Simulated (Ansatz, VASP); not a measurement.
**BeS: VASP beside Ansatz**

```
CELL_PARAMETERS angstrom
2.43106 2.43106 0.00000
-2.43106 2.43106 0.00000
0.00000 2.43106 2.40915
ATOMIC_POSITIONS crystal
Be 0.00000 0.00000 0.00000
S 0.75000 0.25000 0.50000
```

Change from the starting cell: in-plane strain +0.005, out-of-plane length and atoms relaxed by PAW.

Alike in both runs: functional PBEsol; k mesh 8 × 8 × 8; no spin polarisation.

Ansatz relaxed the structure, and its values are those at the end. VASP's run is a single point on that final structure, the one shown.

|  | VASP | Ansatz |
| --- | --- | --- |
| version | VASP 6.6.1 | Ansatz 0.2.0 |
| potentials or method | VASP PAW PBE potentials, release 64 (Be, S) | PAW with Ansatz's default frozen-core files, scalar-relativistic |
| plane-wave cutoff (eV) | 520 | 420 |
| occupations | gaussian, width 0.01 eV | fixed |
| valence electrons in the cell | 8 | 8 |

```csv
,VASP,Ansatz,Ansatz less VASP
gap on the k mesh at the Fermi level (eV),2.85,2.84,-0.003
pressure (GPa),-0.4,-0.6,-0.16
```

Caveats: the PAW data sets were made with another functional, which shifts forces and pressure a little (VASP). A k mesh can miss the band edges.
